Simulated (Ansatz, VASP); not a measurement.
# CdSe (Cadmoselite): VASP beside Ansatz

One calculation is typed for both programs; each brings its own data sets and cutoff. How far apart do they land? The cell is taken from a series of VASP runs on this material, whose earlier steps may have relaxed, scaled or displaced it; both programs get it as it stands.

Method: plane waves, with VASP 6.6.1 beside it; relaxation of cell and atoms at r2SCAN with rVV10, in Ansatz 0.2.0.

**1. Starting point**

Symmetry: P6_3mc, No. 186, hexagonal system. Conventional cell: a = 4.300 Å, b = 4.300 Å, c = 7.020 Å, α = 90.00°, β = 90.00°, γ = 120.00°. Nearest to Cd lie 4 Se at 2.61 to 2.70 Å. Nearest to Se lie 4 Cd at 2.61 to 2.70 Å. Farther neighbours and most contacts between anions are not listed.

**2. Ansatz: relaxation of cell and atoms, r2SCAN with rVV10**

Ansatz runs on its default PAW (the set named soft_2) files.

The relaxed volume is the usual yardstick between codes: its relative difference is about their pressure difference at one cell divided by the bulk modulus.

Contents of input.yaml:

```yaml
crystal:
  lattice:
    - [4.3, 0.0, 0.0]
    - [-2.15, 3.7239092363, 0.0]
    - [0.0, 0.0, 7.02]
  atoms:
    - { symbol: Cd, position: [0.3333333333, 0.6666666667, 0.0] }
    - { symbol: Cd, position: [0.6666666667, 0.3333333333, 0.5] }
    - { symbol: Se, position: [0.3333333333, 0.6666666667, 0.385] }
    - { symbol: Se, position: [0.6666666667, 0.3333333333, 0.885] }
hamiltonian:
  xc: r2scan
  pseudopotentials: { kind: paw }
  dispersion: rvv10
kpoints:
  mp_grid: { grid: [6, 6, 3] }
scf:
  occupations: { method: gaussian, width: 0.05 }
relax:
  f_tol: 0.01
  max_steps: 60
  cell: { stress_tol: 0.05 }
output:
  forces: true
  stress: true
  write_density: true
  write_potential: true
  elf: true
  volumetric_format: npy
```

Run with:

```console
ansatz run input.yaml --threads 4 --pin off --max-ram 9216MiB --backend cpu --events-out ev --progress --plain --runs-dir out
```

Numbers of over 12 decimals in the logs are rounded to 6 here.

Log:

```text
Engine: ansatz 0.2.0, aarch64-unknown-linux-gnu
Pseudopotentials: kind: paw
Pseudopotential: Cd, paw, valence charge 20, recommended cutoff 500 eV (meta_gga), Cd.paw.azcp
Pseudopotential: Se, paw, valence charge 16, recommended cutoff 500 eV (meta_gga), Se.paw.azcp
Functional definition: r2SCAN+rVV10
  parameter k0 = 0.174
  parameter k1 = 0.065
  parameter a1 = 4.9479
  exchange = r2scan_x(k0 = k0, k1 = k1, a1 = a1)
  correlation = r2scan_c + rvv10(11.95, 0.0093)
Crystal: 4 atoms, lattice volume = 112.410 Å³
Basis set: ecut = 500 eV, 2863 PW (Γ), exchange–correlation on 144×144×240 points (64 copies of the dense FFT grid, shifted against one another)
Bands: 44, of which v1, the nominal top of the filled ones, is band 36 counted from 1 (35 counted from 0)
Symmetry: 12 space group operations
Space group: P63mc (ITA 186), of the structure as read, at distance tolerance 4.8e-5 Å
k-points: 14 of 108 (time reversal used)
Non-local potential: Cd, projectors of the file, l = 0: 3, l = 1: 2, l = 2: 2, l = 3: 1
Non-local potential: Se, projectors of the file, l = 0: 2, l = 1: 2, l = 2: 3, l = 3: 1
PAW form: soft (Blöchl's): semilocal exchange-correlation on the pseudo side does not see the compensation charge
rVV10 density: all electrons in the spheres
PAW frozen core: Cd, regenerated for the run's functional (the file was generated under x = pbe(κ = 0.804, μ = 0.219515), c = pbe(β = 0.066725))
PAW frozen core: Se, regenerated for the run's functional (the file was generated under x = pbe(κ = 0.804, μ = 0.219515), c = pbe(β = 0.066725))
PAW one-centre angular grid: Cd, 590 points (default); XC on 160 Gauss nodes
PAW one-centre angular grid: Se, 590 points (default); XC on 160 Gauss nodes
Initial density: superposition of atomic densities (neutral atoms: chi_scale 0, normalization atom), corrected by the library's trained network
Initial wavefunctions: pseudopotential atomic-orbital guess
Functional: x = r2scan, c = r2scan + rvv10(b = 11.95, C = 0.0093); τ floored in thin density (d = 2e-4 eV/Å³)
SCF iter   1: F=—  HF=-27489.205413 eV  |F-HF|=—  |Δ(HF+E_count)|=         —  Δρ=4.86e-3  dr2=1.35e-2  dr2_τ=3.08e-2  ethr=1.77e-3  ⟨swp⟩=6.6  Hψ=2281  notcnv=0  defer=13
preconditioner: auto → Resta (q_TF=auto, 2.533 Å⁻¹)  ε∞=3.7  [insulator: Δε(μ)=1.133 eV  Ē_g=12.791 eV  σ=0.050 eV  W_gap=1.00  n_scr=34 (ndim 8)  ℏωp=21.0 eV  f_vac=0.200  D(μ)=0.00/eV (n_scr^D=0)  ε∞_Penn≈3.7]
SCF iter   2: F=—  HF=-27489.227618 eV  |F-HF|=—  |Δ(HF+E_count)|=   2.22e-2  Δρ=2.82e-3  dr2=4.41e-3  dr2_τ=8.64e-4  ethr=1.88e-5  ⟨swp⟩=2.0  Hψ=1192  notcnv=0  defer=40
SCF iter   3: F=—  HF=-27489.230169 eV  |F-HF|=—  |Δ(HF+E_count)|=   2.55e-3  Δρ=8.31e-4  dr2=6.67e-4  dr2_τ=5.26e-5  ethr=6.12e-6  ⟨swp⟩=2.0  Hψ=976  notcnv=0  defer=40
SCF iter   4: F=—  HF=-27489.230430 eV  |F-HF|=—  |Δ(HF+E_count)|=   2.61e-4  Δρ=1.87e-4  dr2=4.18e-5  dr2_τ=2.59e-6  ethr=9.27e-7  ⟨swp⟩=2.0  Hψ=968  notcnv=0  defer=40
SCF iter   5: F=—  HF=-27489.230477 eV  |F-HF|=—  |Δ(HF+E_count)|=   4.76e-5  Δρ=6.19e-5  dr2=5.74e-6  dr2_τ=1.60e-7  ethr=5.81e-8  ⟨swp⟩=2.0  Hψ=828  notcnv=0  defer=40
SCF iter   6: F=—  HF=-27489.230477 eV  |F-HF|=—  |Δ(HF+E_count)|=   4.95e-8  Δρ=1.76e-5  dr2=3.32e-7  dr2_τ=1.33e-8  ethr=7.97e-9  ⟨swp⟩=2.0  Hψ=800  notcnv=0  defer=40
SCF iter   7: F=-27489.230478 eV  HF=-27489.230478 eV  |F-HF|=7.93e-9  |Δ(HF+E_count)|=   9.20e-8  Δρ=4.23e-6  dr2=1.97e-8  dr2_τ=1.19e-9  ethr=1.39e-10  ⟨swp⟩=7.1  Hψ=3373  notcnv=0
SCF 1 converged in 7 iterations: F = -27489.230478 eV  dr2 = 1.97e-8
  greatest PAW one-centre occupation: 1.001 electrons in one spin orbital (limit 2), on the Cd atom at site 0 (counted from 0), in its partial waves of l = 1
relax step   1: F+E_penalty+E_count = -27489.23047752 eV  Δ(F+E_penalty+E_count) = +0.000e0 eV  max|allowed force component| = 2.800e-1 eV/Å  Δτ_max = 0.0000 Å  P = +0.711 GPa  Ω = 112.410 Å³  (7 SCF iters, dr2 threshold 1.00e-7 eV, accepted)
[...]
relax step   2: F+E_penalty+E_count = -27489.25108356 eV  Δ(F+E_penalty+E_count) = -2.061e-2 eV  max|allowed force component| = 1.014e-2 eV/Å  Δτ_max = 0.0269 Å  P = -0.137 GPa  Ω = 113.944 Å³  energy of the carried Pulay correction = -3.708e-4 eV  (7 SCF iters, dr2 threshold 4.00e-7 eV, accepted)
[...]
relax step   3: F+E_penalty+E_count = -27489.25198911 eV  Δ(F+E_penalty+E_count) = -9.056e-4 eV  max|allowed force component| = 1.519e-4 eV/Å  Δτ_max = 0.0044 Å  P = -0.015 GPa  Ω = 113.681 Å³  energy of the carried Pulay correction = -3.075e-4 eV  (6 SCF iters, dr2 threshold 1.95e-7 eV, accepted)
[...]
relax step   4: F+E_penalty+E_count = -27489.25229259 eV  Δ(F+E_penalty+E_count) = -3.035e-4 eV  max|allowed force component| = 1.837e-4 eV/Å  Δτ_max = 0.0000 Å  P = -0.013 GPa  Ω = 113.681 Å³  stress off target by 3.64e-2 GPa  SCF on the basis re-selected at this cell (its energy is not comparable with the rows above)  (5 SCF iters)
basis re-selected at this cell: Δ(F+E_penalty+E_count) = -3.035e-4 eV, ΔP = +0.002 GPa vs the last step (what re-selecting the basis moved, of the pressure what is left beyond the Pulay correction that the steps carried, after the strain that the cell walked since its last selection, with what the two solves' SCF thresholds leave and, on support functions, any second-order correction that the steps lacked; it is no m [...]
SCF converged after 5 iterations
Free energy (F): -27489.252293 eV
Harris-Foulkes:  -27489.252293 eV  (|F-HF|=2.55e-11)
Internal energy: -27489.252293 eV  (E = F + TS)
E sigma→0 (E₀):  -27489.252293 eV
Fermi energy:    7.560574 eV
--- Per-component energies (eV) ---
  E_band       = -1865.492348
  E_kinetic    = 1248.424371
  E_local      = -12828.034729  (includes V_loc(G=0)·N_el)
  E_nonlocal   = -1121.514485
  E_hartree    = 6100.539812
  E_xc         = -526.910009
  E_vxc        = -701.414325  (∫ρ·V_xc dr)
  E_paw        = -12062.580958  (= ΣΔE_a)
  E_vpaw       = -709.050351  (= ΣTr[D̂ρ^β])
  E_aug_tail   = -0.000414  (compensation charges beyond the density's cutoff)
  E_vtau       = 45.018373  (kinetic-family band-sum trace: ∫τ·v_τ [+ j·A + Jᵃ·Aᵃ] dr)
  E_ewald      = -8294.516800
  E_core_change = -4.659082  (= ΣΔE_core)
  E_smearing   = -0.000000  (= −TS)
  E_closure    = 0.000000  (closes the sum)
  Σ components = -27489.252293   (vs F -27489.252293, Δ=0.00e0)
--- Forces (eV/Å), atoms counted from 1 ---
  atom   1  Cd     0.00000000    -0.00000000    -0.00018446
  atom   2  Cd    -0.00000000     0.00000000    -0.00018446
  atom   3  Se     0.00000000    -0.00000000     0.00018284
  atom   4  Se     0.00000000     0.00000000     0.00018284
  max |Σ_I F_I| component: 3.23e-6 eV/Å
--- Stress (GPa, compression-positive) ---
       -0.036355       0.000000       0.000000
        0.000000      -0.036355       0.000000
        0.000000       0.000000       0.034920
  P = ⅓ Tr σ = -0.0126 GPa (-0.126 kbar)
--- Band table (eV; the first three rows and the last of 14) ---
  k-point 0: bands = [... 32 lower, 6.2547, 6.9729, 7.0150, 7.0150, 8.1046, 9.6389, 13.3810, 13.3810, ... 4 higher]
  k-point 1: bands = [... 32 lower, 6.4334, 6.4334, 6.8127, 6.8127, 9.4321, 9.7879, 13.0789, 13.5338, ... 4 higher]
  k-point 2: bands = [... 32 lower, 5.6932, 5.9348, 6.7673, 6.8246, 9.3607, 10.5779, 12.6478, 13.7269, ... 4 higher]
  k-point 13: bands = [... 32 lower, 4.2385, 4.9212, 5.7119, 5.7119, 11.4904, 11.4904, 12.2702, 13.7609, ... 4 higher]
--- Relaxed structure (3 steps of the walk, 3 accepted, 1 SCFs on fresh bases) ---
  F+E_penalty+E_count = -27489.25229259 eV   max|allowed force component| = 1.837e-4 eV/Å   (the final SCF, on the basis selected at the relaxed cell)
  cell:  # Å, volume = 113.6808 Å³
    - [4.319354, 0, 0.0]
    - [-2.159677, 3.740671, 0.0]
    - [0, 0, 7.035885]
  atoms:
    - { symbol: Cd, position: [0.333333, 0.666667, 0.00446136] }
    - { symbol: Cd, position: [0.666667, 0.333333, 0.504461] }
    - { symbol: Se, position: [0.333333, 0.666667, 0.380539] }
    - { symbol: Se, position: [0.666667, 0.333333, 0.880539] }
```

Elapsed: 21 s, on 4 threads of Arm Neoverse V1, shared host; peak memory 0.74 GiB; 80 s of CPU time.

[end of part 1 of 2]

[Lines on the potential files, build, host, timing and source positions are cut from VASP's logs without a mark.]

[Logs are printed without paths, hosts, clocks, repeated set-up lines and the standing remarks that a program may print on its own settings, such as how far it seeks lower states.]

[Hosts, paths, dates, database ids (printed as entryN), source tags and the programs' standing remarks are cut or masked in the printed files.]
